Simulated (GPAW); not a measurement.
## Does Mg15VO16 (MgO32 V1) carry moments in GPAW?

Wanted: the moments of Mg15VO16 (MgO32 V1) and the energy gained by spin polarisation.

Main program and level: GPAW 26.7.0; PBE; plane waves with GPAW's PAW setups, scalar-relativistic.

## Step 1: Set-up

Symmetry: P4/mmm, No. 123, tetragonal system. Conventional cell: a = 8.424 Å, b = 8.424 Å, c = 4.212 Å, α = 90.00°, β = 90.00°, γ = 90.00°. Nearest to V lie 6 O at 2.11 Å. O has 5 Mg at 2.11 Å and 1 V at 2.11 Å nearest. Mg has 6 O at 2.11 Å nearest. Nearest to O lie 6 Mg at 2.11 Å. Nearest to O lie 4 Mg at 2.11 Å and 2 V at 2.11 Å. Nearest to Mg lie 6 O at 2.11 Å. substitutional dopants on the host's lattice, its constants typed without a cited source, atoms not relaxed. Farther neighbours and most contacts between anions are not listed.

The cell is a made-up one and need not be a known phase.

## Step 2: Run 1 (ferro +)

Parallel moments need no larger cell; this start tests for a ferromagnetic state only.

order1.py

```python
import json
import numpy as np
from ase import Atoms
from ase.parallel import paropen, parprint
from gpaw import GPAW

atoms = Atoms(['V', 'O', 'Mg', 'O', 'Mg', 'O', 'Mg', 'O', 'Mg', 'O', 'Mg', 'O', 'Mg', 'O', 'Mg', 'O', 'Mg', 'O', 'Mg', 'O', 'Mg', 'O', 'Mg', 'O', 'Mg', 'O', 'Mg', 'O', 'Mg', 'O', 'Mg', 'O'],
    cell=[[8.424, 0.0, 0.0],
         [0.0, 8.424, 0.0],
         [0.0, 0.0, 4.212]],
    scaled_positions=[[0.0, 0.0, 0.0],
         [0.25, 0.0, 0.0],
         [0.0, 0.25, 0.5],
         [0.25, 0.25, 0.5],
         [0.25, 0.0, 0.5],
         [0.0, 0.0, 0.5],
         [0.25, 0.25, 0.0],
         [0.0, 0.25, 0.0],
         [0.0, 0.5, 0.0],
         [0.25, 0.5, 0.0],
         [0.0, 0.75, 0.5],
         [0.25, 0.75, 0.5],
         [0.25, 0.5, 0.5],
         [0.0, 0.5, 0.5],
         [0.25, 0.75, 0.0],
         [0.0, 0.75, 0.0],
         [0.5, 0.0, 0.0],
         [0.75, 0.0, 0.0],
         [0.5, 0.25, 0.5],
         [0.75, 0.25, 0.5],
         [0.75, 0.0, 0.5],
         [0.5, 0.0, 0.5],
         [0.75, 0.25, 0.0],
         [0.5, 0.25, 0.0],
         [0.5, 0.5, 0.0],
         [0.75, 0.5, 0.0],
         [0.5, 0.75, 0.5],
         [0.75, 0.75, 0.5],
         [0.75, 0.5, 0.5],
         [0.5, 0.5, 0.5],
         [0.75, 0.75, 0.0],
         [0.5, 0.75, 0.0]],
    pbc=True,
    magmoms=[2.0, 0.0, 0.0, 0.0, 0.0, 0.0, 0.0, 0.0, 0.0, 0.0, 0.0, 0.0, 0.0, 0.0, 0.0, 0.0, 0.0, 0.0, 0.0, 0.0, 0.0, 0.0, 0.0, 0.0, 0.0, 0.0, 0.0, 0.0, 0.0, 0.0, 0.0, 0.0])
atoms.calc = GPAW(mode={'name': 'pw', 'ecut': 600},
    xc='PBE',
    kpts={'size': (3, 3, 6), 'gamma': True},
    occupations={'name': 'fermi-dirac', 'width': 0.05},
    convergence={'density': 1e-05, 'energy': 1e-05},
    maxiter=200,
    mixer={'name': 'pulay', 'beta': 0.05, 'nmaxold': 6, 'weight': 50},
    symmetry={'tolerance': 1e-4},
    txt='order1.txt')
e = atoms.get_potential_energy(force_consistent=True)
res = {'free_energy': e, 'energy_sigma0': atoms.get_potential_energy(), 'fermi_energy': atoms.calc.get_fermi_level()}
res['moments'] = atoms.get_magnetic_moments().tolist()
res['total'] = atoms.get_magnetic_moment()
parprint('site moments (muB):', np.round(res['moments'], 3))
parprint(f"total moment: {res['total']:.3f} muB")
parprint(f'free energy: {e:.6f} eV')
atoms.calc.write('order1.gpw')
with paropen('results.json', 'w') as f:
    json.dump(res, f)
```

On the command line:

```sh
OMP_NUM_THREADS=1 mpirun -n 4 gpaw python order1.py > order1.log
```

Numbers of over 12 decimals in the logs are rounded to 6 here.

Log:

```text
site moments (muB): [ 2.439e+00  1.000e-02  1.000e-03  0.000e+00  1.000e-03  2.400e-02
  1.000e-03  1.000e-02 -0.000e+00  1.000e-03  1.000e-03  0.000e+00
  0.000e+00  1.000e-03  1.000e-03  1.000e-02 -0.000e+00  1.000e-02
  0.000e+00  0.000e+00  1.000e-03  1.000e-03  1.000e-03  1.000e-03
  0.000e+00  1.000e-03  0.000e+00  0.000e+00  0.000e+00  0.000e+00
  1.000e-03  1.000e-03]
total moment: 2.999 muB
free energy: -198.266930 eV

--- order1.txt ---
Input parameters:
  mode=PW(ecut=600),
  convergence={'density': 1e-05, 'energy': 1e-05},
  kpts=MonkhorstPack(size=(3, 3, 6), gamma=True),
  maxiter=200,
  mixer=Pulay(name='pulay', nmaxold=6, beta=0.05, weight=50, sigma=0.015, g_ss=None),
  occupations=Occupations(name='fermi-dirac', width=0.05),
  symmetry=Symmetry(tolerance=0.0001),
  xc=XC(name='PBE')

Diagonalizing LCAO Hamiltonian
Converting LCAO to pw mode
      .--------------------.
     /|                    |
    / |                    |
   /  |                    |
  /  Mg   O    Mg   O      |
 *  O .--Mg---O----Mg------.
 |Mg O O  Mg MgO  O Mg    /
 O  MgMg O O  Mg MgO     /
 | /                    /
 |/    Mg    O    Mg   /
 V----O----Mg----O----*

Atoms  # Å, Bohr magnetons
|    | symbol |        x |        y |        z |    initial magnetic moments |
|----|--------|----------|----------|----------|-----------------------------|
|  0 |      V | 0.000000 | 0.000000 | 0.000000 | ( 0.0000,  0.0000,  2.0000) |
|  1 |      O | 2.106000 | 0.000000 | 0.000000 | ( 0.0000,  0.0000,  0.0000) |
|  2 |     Mg | 0.000000 | 2.106000 | 2.106000 | ( 0.0000,  0.0000,  0.0000) |
|  3 |      O | 2.106000 | 2.106000 | 2.106000 | ( 0.0000,  0.0000,  0.0000) |
|  4 |     Mg | 2.106000 | 0.000000 | 2.106000 | ( 0.0000,  0.0000,  0.0000) |
|  5 |      O | 0.000000 | 0.000000 | 2.106000 | ( 0.0000,  0.0000,  0.0000) |
|  6 |     Mg | 2.106000 | 2.106000 | 0.000000 | ( 0.0000,  0.0000,  0.0000) |
|  7 |      O | 0.000000 | 2.106000 | 0.000000 | ( 0.0000,  0.0000,  0.0000) |
|  8 |     Mg | 0.000000 | 4.212000 | 0.000000 | ( 0.0000,  0.0000,  0.0000) |
|  9 |      O | 2.106000 | 4.212000 | 0.000000 | ( 0.0000,  0.0000,  0.0000) |
| 10 |     Mg | 0.000000 | 6.318000 | 2.106000 | ( 0.0000,  0.0000,  0.0000) |
| 11 |      O | 2.106000 | 6.318000 | 2.106000 | ( 0.0000,  0.0000,  0.0000) |
| 12 |     Mg | 2.106000 | 4.212000 | 2.106000 | ( 0.0000,  0.0000,  0.0000) |
| 13 |      O | 0.000000 | 4.212000 | 2.106000 | ( 0.0000,  0.0000,  0.0000) |
| 14 |     Mg | 2.106000 | 6.318000 | 0.000000 | ( 0.0000,  0.0000,  0.0000) |
| 15 |      O | 0.000000 | 6.318000 | 0.000000 | ( 0.0000,  0.0000,  0.0000) |
| 16 |     Mg | 4.212000 | 0.000000 | 0.000000 | ( 0.0000,  0.0000,  0.0000) |
| 17 |      O | 6.318000 | 0.000000 | 0.000000 | ( 0.0000,  0.0000,  0.0000) |
| 18 |     Mg | 4.212000 | 2.106000 | 2.106000 | ( 0.0000,  0.0000,  0.0000) |
| 19 |      O | 6.318000 | 2.106000 | 2.106000 | ( 0.0000,  0.0000,  0.0000) |
| 20 |     Mg | 6.318000 | 0.000000 | 2.106000 | ( 0.0000,  0.0000,  0.0000) |
| 21 |      O | 4.212000 | 0.000000 | 2.106000 | ( 0.0000,  0.0000,  0.0000) |
| 22 |     Mg | 6.318000 | 2.106000 | 0.000000 | ( 0.0000,  0.0000,  0.0000) |
| 23 |      O | 4.212000 | 2.106000 | 0.000000 | ( 0.0000,  0.0000,  0.0000) |
| 24 |     Mg | 4.212000 | 4.212000 | 0.000000 | ( 0.0000,  0.0000,  0.0000) |
| 25 |      O | 6.318000 | 4.212000 | 0.000000 | ( 0.0000,  0.0000,  0.0000) |
| 26 |     Mg | 4.212000 | 6.318000 | 2.106000 | ( 0.0000,  0.0000,  0.0000) |
| 27 |      O | 6.318000 | 6.318000 | 2.106000 | ( 0.0000,  0.0000,  0.0000) |
| 28 |     Mg | 6.318000 | 4.212000 | 2.106000 | ( 0.0000,  0.0000,  0.0000) |
| 29 |      O | 4.212000 | 4.212000 | 2.106000 | ( 0.0000,  0.0000,  0.0000) |
| 30 |     Mg | 6.318000 | 6.318000 | 0.000000 | ( 0.0000,  0.0000,  0.0000) |
| 31 |      O | 4.212000 | 6.318000 | 0.000000 | ( 0.0000,  0.0000,  0.0000) |

Unit cell  # Å
| periodic |        x |        y |        z |  lengths |    angles |
|----------|----------|----------|----------|----------|-----------|
|      yes | 8.424000 | 0.000000 | 0.000000 | 8.424000 | 90.000000 |
|      yes | 0.000000 | 8.424000 | 0.000000 | 8.424000 | 90.000000 |
|      yes | 0.000000 | 0.000000 | 4.212000 | 4.212000 | 90.000000 |

Number of symmetries: 16

BZ-sampling:
  Number of BZ points: 54
  Number of IBZ points: 12

  Monkhorst-Pack size: [3, 3, 6]
  Monkhorst-Pack shift: [0.0, 0.0, 0.083333]

K-points  # in reciprocal-cell coordinates
|     |                                coordinates |     weight |
|-----|--------------------------------------------|------------|
|   0 | (  0.00000000,   0.00000000,   0.00000000) | 0.01851852 |
|   1 | (  0.00000000,   0.00000000,   0.16666667) | 0.03703704 |
|   2 | (  0.00000000,   0.00000000,   0.33333333) | 0.03703704 |
|   3 | (  0.00000000,   0.00000000,   0.50000000) | 0.01851852 |
|   4 | (  0.33333333,   0.00000000,   0.00000000) | 0.07407407 |
|   5 | (  0.33333333,   0.00000000,   0.16666667) | 0.14814815 |
|   6 | (  0.33333333,   0.00000000,   0.33333333) | 0.14814815 |
|   7 | (  0.33333333,   0.00000000,   0.50000000) | 0.07407407 |
|   8 | (  0.33333333,   0.33333333,   0.00000000) | 0.07407407 |
|   9 | (  0.33333333,   0.33333333,   0.16666667) | 0.14814815 |
| ... |                                            |            |
|  11 | (  0.33333333,   0.33333333,   0.50000000) | 0.07407407 |

Plane wave coefficients: 10005
Cutoff: 600.0 eV

Spin-components: 2 (collinear spins)
Bands:           161
Projectors:      161
Spin-degeneracy: 1
Datatype:        complex128

Parallelization:
  kpt:    4
  domain: 1
  band:   1

Density:
  Valence electrons: 259.0
  Components: 2
  Grid points: [48 48 24]
  Charge: 0.0  # |e|

Potential:
  Grid points: [48 48 24]

species:
  V:
    name:    Vanadium
    Z:       23.0
    valence: 13
    core:    10
    charge:  0.0  # [|e|]
    compensation charges:
      type: gauss
      rc: 0.37  # [Å]
      lmax: 2
    cutoffs:
      filter: 2.14  # [Å]
      core: 0.96  # [Å]
    projectors
    | kind |    occ | energy [eV] | rcut [Å] |
    |------|--------|-------------|----------|
    |   3s |  2.000 |     -70.222 |    1.254 |
    |   4s |  2.000 |      -4.702 |    1.254 |
    |   3p |  6.000 |     -44.043 |    1.281 |
    |   4p |  0.000 |      -1.444 |    1.281 |
    |   3d |  3.000 |      -5.164 |    1.169 |
    |    d |        |      22.047 |    1.169 |

    Using partial waves for V as LCAO basis

  O:
    name:    Oxygen
    Z:       8.0
    valence: 6
    core:    2
    charge:  0.0  # [|e|]
    compensation charges:
      type: gauss
      rc: 0.21  # [Å]
      lmax: 2
    cutoffs:
      filter: 1.17  # [Å]
      core: 0.83  # [Å]
    projectors
    | kind |    occ | energy [eV] | rcut [Å] |
    |------|--------|-------------|----------|
    |   2s |  2.000 |     -23.961 |    0.688 |
    |   2p |  4.000 |      -9.029 |    0.598 |
    |    s |        |       3.251 |    0.688 |
    |    p |        |      18.182 |    0.598 |
    |    d |        |       0.000 |    0.619 |

    Using partial waves for O as LCAO basis

  Mg:
    name:    Magnesium
    Z:       12.0
    valence: 10
    core:    2
    charge:  0.0  # [|e|]
    compensation charges:
      type: gauss
      rc: 0.33  # [Å]
      lmax: 2
    cutoffs:
      filter: 1.86  # [Å]
      core: 0.54  # [Å]
    projectors
    | kind |    occ | energy [eV] | rcut [Å] |
    |------|--------|-------------|----------|
    |   2s |  2.000 |     -79.840 |    1.090 |
    |   3s |  2.000 |      -4.705 |    1.090 |
    |   2p |  6.000 |     -46.613 |    1.085 |
    |   3p |  0.000 |      -1.330 |    1.085 |
    |    d |        |       0.000 |    1.037 |

    Using partial waves for Mg as LCAO basis

Reference energy: -140218.805710  # eV

eigensolver:
  PPCG
  Converge bands: occupied
  niter=2

density mixing:
  Pulay-Mixer
  Linear mixing parameters: 0.05
  Old densities: 6
  Fourier metric: weight=50, sigma=0.015

occupation numbers:
  Fermi-Dirac:
    width: 0.0500  # eV

poisson solver:
  ecut: 4800.0  # eV

xc functional:
  name: PBE with 2 nearest neighbor stencil

convergence criteria:
- Maximum integral of absolute [dens]ity change: 1e-05 electrons / valence electron
- Maximum [total energy] change in last 3 cyles: 1e-05 eV / valence electron
- Maximum integral of absolute [eigenst]ate change: 4e-08 eV^2 / valence electron
maximum number of iterations: 200

SCF iterations
|iter     |      energy | eigst |  dens |  magmom |
|---------|-------------|-------|-------|---------|
|iter:   1|       0s | -217.102653 | +0.84 |       |  +2.0036|
|iter:   2|      28s | -212.036784 | -0.36 | -0.97 |  +2.0534|
|iter:   3|      56s | -198.188168 | +0.36 | -1.02 |  +2.3136|
|iter:   4|      83s | -198.786594 | -0.13 | -1.38 |  +2.5217|
|iter:   5|     111s | -198.248112 | -1.03 | -1.48 |  +2.7174|
|iter:   6|     138s | -198.217216 | -2.05 | -1.74 |  +2.6931|
|iter:   7|     166s | -198.410185 | -0.86 | -1.72 |  +2.9507|
|iter:   8|     193s | -198.266816 | -1.43 | -2.14 |  +2.9796|
|iter:   9|     221s | -198.278934 | -2.36 | -2.81 |  +2.9927|
|iter:  10|     249s | -198.268888 | -3.37 | -2.62 |  +2.9853|
|iter:  11|     276s | -198.265762 | -2.99 | -2.85 |  +2.9878|
|iter:  12|     304s | -198.265804 | -4.64 | -3.21 |  +2.9879|
|iter:  13|     331s | -198.266361c| -4.39 | -3.21 |  +2.9955|
|iter:  14|     359s | -198.266414c| -5.17 | -3.61 |  +2.9967|
|iter:  15|     387s | -198.266375c| -4.96 | -3.66 |  +2.9970|
|iter:  16|     414s | -198.266390c| -5.84 | -3.71 |  +2.9973|
|iter:  17|     442s | -198.266397c| -5.77 | -3.74 |  +2.9976|
|iter:  18|     470s | -198.266403c| -6.89 | -3.90 |  +2.9977|
|iter:  19|     497s | -198.266423c| -6.53 | -3.95 |  +2.9980|
|iter:  20|     525s | -198.266426c| -7.30 | -4.08 |  +2.9981|
|iter:  21|     553s | -198.266430c| -7.46c| -4.11 |  +2.9984|
|iter:  22|     581s | -198.266439c| -6.89 | -4.19 |  +2.9989|
|iter:  23|     609s | -198.266445c| -6.82 | -4.44 |  +2.9992|
|iter:  24|     636s | -198.266446c| -7.39 | -4.80 |  +2.9993|
|iter:  25|     650s | -198.266446c| -8.27c| -5.26c|  +2.9993|

Converged in 25 steps
Energy contributions relative to reference atoms: (reference = -140218.805710)

Energy contributions:
  Kinetic:         195.548256
  Coulomb:        -161.713244
  Zero:              1.851049
  External:          0.000000
  Xc:             -233.952023
  Entropy:          -0.000969
  Spinorbit:         0.000000
  ----------------------------
  Free energy:    -198.266930
  Extrapolated:   -198.266446

dipole moment: (-150.463901, -150.463901, -146.622975)  # |e|*Ang

Total magnetic moment: (0.000000, 0.000000, 2.999323)

Local magnetic moments
|        x |        y |         z |
|----------|----------|-----------|
| 0.000000 | 0.000000 |  2.439203 |  # V    0
| 0.000000 | 0.000000 |  0.010264 |  # O    1
| 0.000000 | 0.000000 |  0.001206 |  # Mg   2
| 0.000000 | 0.000000 |  0.000364 |  # O    3
| 0.000000 | 0.000000 |  0.001206 |  # Mg   4
| 0.000000 | 0.000000 |  0.023587 |  # O    5
| 0.000000 | 0.000000 |  0.000688 |  # Mg   6
| 0.000000 | 0.000000 |  0.010264 |  # O    7
| 0.000000 | 0.000000 | -0.000346 |  # Mg   8
| 0.000000 | 0.000000 |  0.000557 |  # O    9
| 0.000000 | 0.000000 |  0.001206 |  # Mg  10
| 0.000000 | 0.000000 |  0.000364 |  # O   11
| 0.000000 | 0.000000 |  0.000027 |  # Mg  12
| 0.000000 | 0.000000 |  0.001129 |  # O   13
| 0.000000 | 0.000000 |  0.000688 |  # Mg  14
| 0.000000 | 0.000000 |  0.010264 |  # O   15
[...]
| 0.000000 | 0.000000 |  0.000688 |  # Mg  22
| 0.000000 | 0.000000 |  0.000557 |  # O   23
| 0.000000 | 0.000000 |  0.000164 |  # Mg  24
| 0.000000 | 0.000000 |  0.000557 |  # O   25
| 0.000000 | 0.000000 |  0.000027 |  # Mg  26
| 0.000000 | 0.000000 |  0.000364 |  # O   27
| 0.000000 | 0.000000 |  0.000027 |  # Mg  28
| 0.000000 | 0.000000 |  0.000026 |  # O   29
| 0.000000 | 0.000000 |  0.000688 |  # Mg  30
| 0.000000 | 0.000000 |  0.000557 |  # O   31

Fermi level: 9.683
Eigenvalues  # (at kpt = [0.000, 0.000, 0.000])
| band index |      eig [eV] | occ [0-1] |      eig [eV] | occ [0-1] |
|------------|---------------|-----------|---------------|-----------|
|          0 |       -67.408 |     1.000 |       -67.409 |     1.000 |
|        ... |               |           |               |           |
|        122 |         4.342 |     1.000 |         4.357 |     1.000 |
|        123 |         4.372 |     1.000 |         4.384 |     1.000 |
|        124 |         4.372 |     1.000 |         4.384 |     1.000 |
|        125 |         4.996 |     1.000 |         5.005 |     1.000 |
|        126 |         4.997 |     1.000 |         5.006 |     1.000 |
|        127 |         4.997 |     1.000 |         5.006 |     1.000 |
|        128 |         8.506 |     1.000 |         9.876 |     0.020 |
|        129 |         8.506 |     1.000 |        10.986 |     0.000 |
|        130 |         8.926 |     1.000 |        10.986 |     0.000 |
|        131 |         9.801 |     0.085 |        11.393 |     0.000 |
|        132 |        10.713 |     0.000 |        11.952 |     0.000 |
|        133 |        11.362 |     0.000 |        12.219 |     0.000 |
|        134 |        13.108 |     0.000 |        13.142 |     0.000 |
|        135 |        13.108 |     0.000 |        13.142 |     0.000 |
|        136 |        13.278 |     0.000 |        13.411 |     0.000 |
|        ... |               |           |               |           |
|        160 |        18.026 |     0.000 |        18.058 |     0.000 |

Gap: 0.361 eV
Transition (v -> c):
  (s=0, k=3, n=130, [0.00, 0.00, 0.50]) -> (s=0, k=0, n=131, [0.00, 0.00, 0.00])
Direct/indirect transitions are different
Direct gap: 0.875 eV
Transition at: (s=0, k=0, n=130, [0.00, 0.00, 0.00])
```

Wall time 12 min (4 MPI ranks of Arm Neoverse V1, shared host); peak memory 2.4 GiB; 47 min of CPU time.

Spin moment in the augmentation sphere by element, in μB:

| element | atoms | mean | spread (r.m.s.) | least | largest |
| --- | --- | --- | --- | --- | --- |
| V | 1 | 2.44 | 0.00 | 2.44 | 2.44 |
| O | 16 | 0.00 | 0.01 | 0.00 | 0.02 |
| Mg | 15 | 0.00 | 0.00 | 0.00 | 0.00 |

The atoms farthest from the mean of their element:

| atom | x, y, z (Å) | spin moment in the augmentation sphere (μB) |
| --- | --- | --- |
| O6 | 0.00, 0.00, 2.11 | 0.02 |
| O2 | 2.11, 0.00, 0.00 | 0.01 |
| O8 | 0.00, 2.11, 0.00 | 0.01 |
| O16 | 0.00, 6.32, 0.00 | 0.01 |
| O18 | 6.32, 0.00, 0.00 | 0.01 |
| O30 | 4.21, 4.21, 2.11 | 0.00 |
| O12 | 2.11, 6.32, 2.11 | 0.00 |
| O4 | 2.11, 2.11, 2.11 | 0.00 |

This step gave:

```yaml
magnetization: 2.999 μB
final_state: ferromagnetic
```

After 25 cycles the largest moment stands at 2.44 μB.

[end of part 1 of 2]

[Logs and program files are shortened in this print: banners, set-up blocks, solver, clock and traceback lines can be left out without a mark of their own.]

[Logs are printed without paths, hosts, clocks, repeated set-up lines and the standing remarks that a program may print on its own settings, such as how far it seeks lower states.]

[Hosts, paths, dates, database ids (printed as entryN), source tags and the programs' standing remarks are cut or masked in the printed files.]

[Where a cell is said to come from a database of computed structures, the database is the Materials Project.]
